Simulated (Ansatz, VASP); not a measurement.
**Zn: VASP beside Ansatz**

```
Zn
1.0
    -1.56639    1.56639    1.56639
     1.56639   -1.56639    1.56639
     1.56639    1.56639   -1.56639
Zn
1
Direct
  0.00000 0.00000 0.00000
```

This isn't the form of Zn at room conditions, which is hcp.

Alike in both runs: task single point; functional PBE; k mesh 17 × 17 × 17; occupations fermi-dirac, width 0.05 eV; no spin polarisation.

|  | VASP | Ansatz |
| --- | --- | --- |
| version | VASP 6.6.1 | Ansatz 0.2.0 |
| potentials or method | VASP PAW PBE potentials, release 64 (Zn), cutoff 520 eV | all-electron LAPW, scalar-relativistic |

```csv
,VASP,Ansatz,Ansatz less VASP
pressure (GPa),0.3,0.0,-0.34
```

Ansatz ran all-electron here, so the differences hold the error of VASP's frozen core and of both bases.
